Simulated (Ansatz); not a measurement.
The same group exchange along the group O, S, Se.

Gas-phase electronic energies from Ansatz, PBE0-D4/def2-TZVP geometries. CCSD(T)/CBS is the MP2 limit (def2-TZVPP, def2-QZVPP) plus CCSD(T) − MP2 in def2-TZVPP, frozen cores. DFT in def2-TZVPP. For Se outer-core shells are correlated without core-valence functions, which leaves a few kJ/mol of doubt a bond. Scalar relativity is left out up to krypton. Each species was taken in one conformer, which may not be the lowest.

```
                                                      reaction  CCSD/CBS(def2) (kcal/mol)  r2SCAN-D4 (kcal/mol)  CCSD(T)/CBS(def2) (kcal/mol)
     `[AlH2][O][SiH3]` + `CCCN` → `NCC[CH2][AlH2]` + `O[SiH3]`                       44.1                  41.7                          43.0
     `[AlH2][S][SiH3]` + `CCCN` → `NCC[CH2][AlH2]` + `[SiH3]S`                       34.6                  33.5                          34.3
`[AlH2][Se][SiH3]` + `CCCN` → `NCC[CH2][AlH2]` + `[SiH3][SeH]`                       36.4                  34.7                          36.0
```

Largest T1 diagnostic: 0.012, for `[AlH2][O][SiH3]`.
